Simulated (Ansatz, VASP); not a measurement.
# ZnSe (Stilleite): VASP beside Ansatz

Wanted: the spread between two codes on one cell, functional and k mesh. The cell is a member of a volume series, scaled by 1.015 from a relaxed one, so a pressure remains.

Method: plane waves, with VASP 6.6.1 beside it; single point at HSE06, in Ansatz 0.2.0.

### 1. Starting point

The structure is cubic, space group F-43m (No. 216). Conventional cell: a = 5.735 Å, b = 5.735 Å, c = 5.735 Å, α = 90.00°, β = 90.00°, γ = 90.00°. Nearest to Se lie 4 Zn at 2.48 Å. Nearest to Zn lie 4 Se at 2.48 Å. Farther neighbours and most contacts between anions are not listed.

Structure file:

```xyz
2
Lattice="0.0000 2.8676 2.8676 2.8676 0.0000 2.8676 2.8676 2.8676 0.0000" Properties=species:S:1:pos:R:3 pbc="T T T"
Se    4.3014    4.3014    4.3014
Zn    0.0000    0.0000    0.0000
```

### 2. VASP: single point, HSE06, volume scaled by 1.015

A single point gives forces, pressure and levels at one fixed geometry, so differences don't come from the geometry; what else differs is listed under the comparison.

Lines of VASP's logs that name or quote its potential files are left out, and so is its time.

The run reads the wave functions of an earlier VASP run, which isn't shown here.

The input asks for a relaxation, which ended at its first step since no free force or stress exceeded the threshold; so it serves as a single point.

INCAR reads:

```
SYSTEM = ZnSe
PREC = Accurate
ENCUT = 450
EDIFF = 1E-06
NELM = 100
ISMEAR = 0
SIGMA = 0.03
LREAL = .FALSE.
ALGO = Normal
LHFCALC = .TRUE.
AEXX = 0.25
GGA = PE
HFSCREEN = 0.2
LASPH = .TRUE.
NBANDS = 15
PRECFOCK = Fast
LORBIT = 11
LWAVE = .FALSE.
LCHARG = .FALSE.
KPAR = 8
IBRION = 2
NSW = 30
ISIF = 4
EDIFFG = -0.01
```

POSCAR reads:

```
ZnSe
1.0
    0.0000000000      2.8675994772      2.8675994772
    2.8675994772      0.0000000000      2.8675994772
    2.8675994772      2.8675994772      0.0000000000
Se Zn
1 1
Direct
    0.7500000000      0.7500000000      0.7500000000
    0.0000000000      0.0000000000      0.0000000000
```

KPOINTS reads:

```
Automatic mesh
0
Gamma
4 4 4
0 0 0
```

The projector-augmented-wave data sets are Se and Zn (PBE family, release 64).

The run is started by

```sh
mpirun -np 8 vasp_std
```

Numbers of over 12 decimals in the logs are rounded to 6 here.

Log:

```text
[banner, memory and clock lines left out]
running    8 mpi-ranks, on    1 nodes
 distrk:  each k-point on    1 cores,    8 groups
 distr:  one band on    1 cores,    1 groups

 POSCAR found type information on POSCAR SeZn
 POSCAR found :  2 types and       2 ions
|                                                                             |
|           W    W    AA    RRRRR   N    N  II  N    N   GGGG   !!!           |
|           W    W   A  A   R    R  NN   N  II  NN   N  G    G  !!!           |
|           W    W  A    A  R    R  N N  N  II  N N  N  G       !!!           |
|           W WW W  AAAAAA  RRRRR   N  N N  II  N  N N  G  GGG   !            |
|           WW  WW  A    A  R   R   N   NN  II  N   NN  G    G                |
|           W    W  A    A  R    R  N    N  II  N    N   GGGG   !!!           |
|                                                                             |
|     For optimal performance we recommend to set                             |
|       NCORE = 2 up to number-of-cores-per-socket                            |
|     NCORE specifies how many cores store one orbital (NPAR=cpu/NCORE).      |
|     This setting can greatly improve the performance of VASP for DFT.       |
|     The default, NCORE=1 might be grossly inefficient on modern             |
|     multi-core architectures or massively parallel machines. Do your        |
|     Unfortunately you need to use the default for GW and RPA                |
|     calculations (for HF NCORE is supported but not extensively tested      |
|     yet).                                                                   |
|                                                                             |

 LDA part: xc-table for (Slater+PW92), standard interpolation
 found WAVECAR, reading the header
 POSCAR, INCAR and KPOINTS ok, starting setup
 FFT: planning ... GRIDC
 FFT: planning ... GRID_SOFT
 FFT: planning ... GRID
 reading WAVECAR
 the WAVECAR file was read successfully
 initial charge from wavefunction
 entering main loop
       N       E                     dE             d eps       ncg     rms          rms(c)
DAV:   1    -0.743145213789E+01   -0.74315E+01   -0.89558E-01   289   0.261E+01    0.233E+00
DAV:   2    -0.739949735629E+01    0.31955E-01   -0.21575E-01   282   0.913E+00    0.120E+00
DAV:   3    -0.739834354219E+01    0.11538E-02   -0.23813E-02   303   0.245E+00    0.784E-01
DAV:   4    -0.739785431925E+01    0.48922E-03   -0.21146E-03   240   0.500E-01    0.468E-01
DAV:   5    -0.739774862154E+01    0.10570E-03   -0.37836E-04   292   0.163E-01    0.277E-01
DAV:   6    -0.739772659963E+01    0.22022E-04   -0.57416E-05   254   0.684E-02    0.157E-01
DAV:   7    -0.739771472617E+01    0.11873E-04   -0.56448E-06   261   0.223E-02    0.871E-02
DAV:   8    -0.739771137199E+01    0.33542E-05   -0.25302E-06   254   0.115E-02    0.468E-02
DAV:   9    -0.739771007032E+01    0.13017E-05   -0.93103E-07   212   0.697E-03    0.252E-02
DAV:  10    -0.739770999392E+01    0.76393E-07   -0.40305E-07   190   0.492E-03
   1 F= -.73977100E+01 E0= -.73977100E+01  d E =-.739771E+01
 curvature:   0.00 expect dE= 0.000E+00 dE for cont linesearch  0.000E+00
 trial: gam= 0.00000 g(F)=  0.363E-41 g(S)=  0.621E-33 ort = 0.000E+00 (trialstep = 0.100E+01)
 search vector abs. value=  0.100E-09
 reached required accuracy - stopping structural energy minimisation
```

OUTCAR, selected parts (step 2):

```text
ion  position               nearest neighbor table
   1  0.750  0.750  0.750-   2 2.48   2 2.48   2 2.48   2 2.48
   2  0.000  0.000  0.000-   1 2.48   1 2.48   1 2.48   1 2.48

  LATTYP: Found a face centered cubic cell.
 ALAT       =     5.7351989544

 Subroutine GETGRP returns: Found 24 space group operations
 (whereof 24 operations were pure point group operations)

The static configuration has the point symmetry T_d .

 Found      8 irreducible k-points:

   k-points           NKPTS =      8   k-points in BZ     NKDIM =     64   number of bands    NBANDS=     15

   dimension x,y,z NGX =    28 NGY =   28 NGZ =   28
   dimension x,y,z NGXF=    56 NGYF=   56 NGZF=   56

   ENCUT  =  450.0 eV  33.07 Ry    5.75 a.u.   7.01  7.01  7.01*2*pi/ulx,y,z

   NELECT =      18.0000    total number of electrons

 k-points in reciprocal lattice and weights: Automatic mesh
   0.00000000  0.00000000  0.00000000       0.016
   0.25000000  0.00000000  0.00000000       0.125
   0.50000000  0.00000000  0.00000000       0.062
   0.25000000  0.25000000  0.00000000       0.094
   0.50000000  0.25000000  0.00000000       0.375
  -0.25000000  0.25000000  0.00000000       0.188
   0.50000000  0.50000000  0.00000000       0.047
  -0.25000000  0.50000000  0.25000000       0.094

  exchange ACFDT corr.  =         0.00000000  see jH, gK, PRB 81, 115126

 average (electrostatic) potential at core
       1 -52.4161       2 -29.7979

 E-fermi :   0.8029

 k-point     1 :       0.0000    0.0000    0.0000
  band No.  band energies     occupation
    ...
      5      -7.1231      2.00000
      6      -7.1231      2.00000
      7       0.6698      2.00000
      8       0.6698      2.00000
      9       0.6698      2.00000
     10       2.9542      0.00000
     11       7.6347      0.00000
     12       7.6347      0.00000
     13       7.6347      0.00000
     14      11.8286      0.00000
    ...

 k-point     2 :       0.2500    0.0000    0.0000
  band No.  band energies     occupation
    ...
      5      -7.1236      2.00000
      6      -7.1236      2.00000
      7      -2.4489      2.00000
      8       0.2016      2.00000
      9       0.2016      2.00000
     10       4.4636      0.00000
     11       8.2704      0.00000
     12       8.2704      0.00000
     13       8.3171      0.00000
     14      12.2502      0.00000
    ...

 k-point     3 :       0.5000    0.0000    0.0000
  band No.  band energies     occupation
    ...
      5      -7.1109      2.00000
      6      -6.9529      2.00000
      7      -4.6266      2.00000
      8      -0.1903      2.00000
      9      -0.1903      2.00000
     10       4.2716      0.00000
     11       8.1815      0.00000
     12       8.1815      0.00000
     13      10.3283      0.00000
     14      12.8304      0.00000
    ...

  Total       -0.2732418     -0.2732418     -0.2732418      0.0000000     -0.0000000     -0.0000000
  in kB       -9.2826558     -9.2826558     -9.2826558      0.0000000     -0.0000000     -0.0000000
  external PRESSURE =      -9.2826558 kB  Pullay stress =       0.0000000 kB

  energy-cutoff  :      450.00
  volume of cell :       47.16
      direct lattice vectors                 reciprocal lattice vectors
     0.000000000  2.867599477  2.867599477    -0.174361867  0.174361867  0.174361867
     2.867599477  0.000000000  2.867599477     0.174361867 -0.174361867  0.174361867
     2.867599477  2.867599477  0.000000000     0.174361867  0.174361867 -0.174361867

 POSITION                                       TOTAL-FORCE (eV/Angst)
 -----------------------------------------------------------------------------------
      4.30140      4.30140      4.30140         0.000000      0.000000     -0.000000
      0.00000      0.00000      0.00000        -0.000000     -0.000000      0.000000
 -----------------------------------------------------------------------------------
    total drift:                                0.000167      0.000168      0.000085

  FREE ENERGIE OF THE ION-ELECTRON SYSTEM (eV)
  ---------------------------------------------------
  free  energy   TOTEN  =        -7.3977099939 eV

  energy  without entropy=       -7.3977099939  energy(sigma->0) =       -7.39770999

 reached required accuracy - stopping structural energy minimisation

 total charge
# of ion       s       p       d       tot
------------------------------------------
    1        1.440   2.488   0.024   3.952
    2        0.481   0.414   9.820  10.716
--------------------------------------------------
tot          1.921   2.902   9.844  14.668

[... 3 further parts left out ...]
```

CONTCAR:

```
ZnSe
   1.00000000000000
     0.0000000000000000    2.8675994772000002    2.8675994772000002
     2.8675994772000002    0.0000000000000000    2.8675994772000002
     2.8675994772000002    2.8675994772000002    0.0000000000000000
  Se              Zn
     1     1
Direct
     0.7500000000000000    0.7500000000000000    0.7500000000000000
     0.0000000000000000    0.0000000000000000    0.0000000000000000
```

(Continued in part 2 of 2.)

[Lines on the potential files, build, host, timing and source positions are cut from VASP's logs without a mark.]

[Logs are printed without paths, hosts, clocks, repeated set-up lines and the standing remarks that a program may print on its own settings, such as how far it seeks lower states.]

[Hosts, paths, dates, database ids (printed as entryN), source tags and the programs' standing remarks are cut or masked in the printed files.]
